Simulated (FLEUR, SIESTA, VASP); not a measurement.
SrO: 3 runs at one level of theory

```
Sr O
1.0
     0.00000    2.56630    2.56630
     2.56630    0.00000    2.56630
     2.56630    2.56630    0.00000
Sr O
1 1
Direct
  0.50000 0.50000 0.50000
  0.00000 0.00000 0.00000
```

Alike in all runs: task band structure; functional AM05; k mesh 9 × 9 × 9; occupations fermi-dirac, width 0.05 eV; no spin polarisation; no spin-orbit coupling. Pressure is positive in compression and, in plane waves, holds the error of the finite cutoff. Gaps are the smaller of the mesh's and the band path's.

```tsv
program and potentials	plane-wave cutoff (eV)	notes	band gap (eV)	pressure (GPa)
FLEUR, all-electron, FLAPW	-	-	3.26	-
VASP, PBE PAW files O, Sr_sv, 520 eV	520	potentials made for PBE	?	?
SIESTA, files PseudoDojo sr-pbesol-0.4.1-standard, DZP (energy shift 0.003 Ry; two zetas on semicore shells; d shell added on Sr)	-	atomic basis; potentials made for PBEsol	3.21	1.05
```

Estimate from the other rows what the run with VASP, PBE PAW files O, Sr_sv, 520 eV gave.

Band gap 3.22 eV; pressure 0.96 GPa. The other rows, which needn't bracket it: band gap 3.21 to 3.26; pressure 1.05.
